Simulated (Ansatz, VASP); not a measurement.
# One calculation of B, two programs

INCAR

```
ALGO = Normal
EDIFF = 1E-6
ENCUT = 520
ISIF = 2
ISMEAR = -1
LASPH = T
LCHARG = F
LREAL = F
LWAVE = F
NBANDS = 10
NELM = 80
PREC = Accurate
SIGMA = 0.05
```

File KPOINTS:

```
k-points
0
Gamma
  13 13 13
```

File POSCAR:

```
B
1.0
    0.0000000000      2.0103628793      2.0103628793
    2.0103628793      0.0000000000      2.0103628793
    2.0103628793      2.0103628793      0.0000000000
B
2
Direct
   -0.0875000000     -0.1375000000     -0.1375000000
    0.0875000000      0.1375000000      0.1375000000
```

Input for Ansatz:

```yaml
crystal:
  lattice:
    - [0.0, 2.0103628793, 2.0103628793]
    - [2.0103628793, 0.0, 2.0103628793]
    - [2.0103628793, 2.0103628793, 0.0]
  atoms:
    - { symbol: B, position: [-0.0875, -0.1375, -0.1375] }
    - { symbol: B, position: [0.0875, 0.1375, 0.1375] }
kpoints:
  mp_grid: { grid: [13, 13, 13] }
scf:
  occupations: { method: fermi_dirac, width: 0.05 }
hamiltonian:
  xc: lda
  pseudopotentials: { kind: all_electron, lapw: { basis_error: 0.001 } }
output:
  forces: true
  stress: true
  eigenvalues: true
  populations: true
```

Change from the starting cell: shortest bond scaled by 1.1, LAPW.

Alike in both runs: task single point; functional LDA; k mesh 13 × 13 × 13; occupations fermi-dirac, width 0.05 eV; no spin polarisation.

```csv
,VASP,Ansatz
version,VASP 6.6.1,Ansatz 0.2.0
potentials or method,"VASP PAW LDA potentials, release 64 (B)","all-electron LAPW, scalar-relativistic"
plane-wave cutoff (eV),520,see its input
```

```csv
,VASP,Ansatz,Ansatz less VASP
pressure (GPa),0.9,0.7,-0.25
largest component of the traceless stress (GPa),7.88,7.85,-0.033
rms of the force components (eV/Å),0.311,0.311,+0.0007
```

Atom by atom the forces differ by 0.001 eV/Å (rms over components). Ansatz ran all-electron here, so the differences hold the error of VASP's frozen core and of both bases.
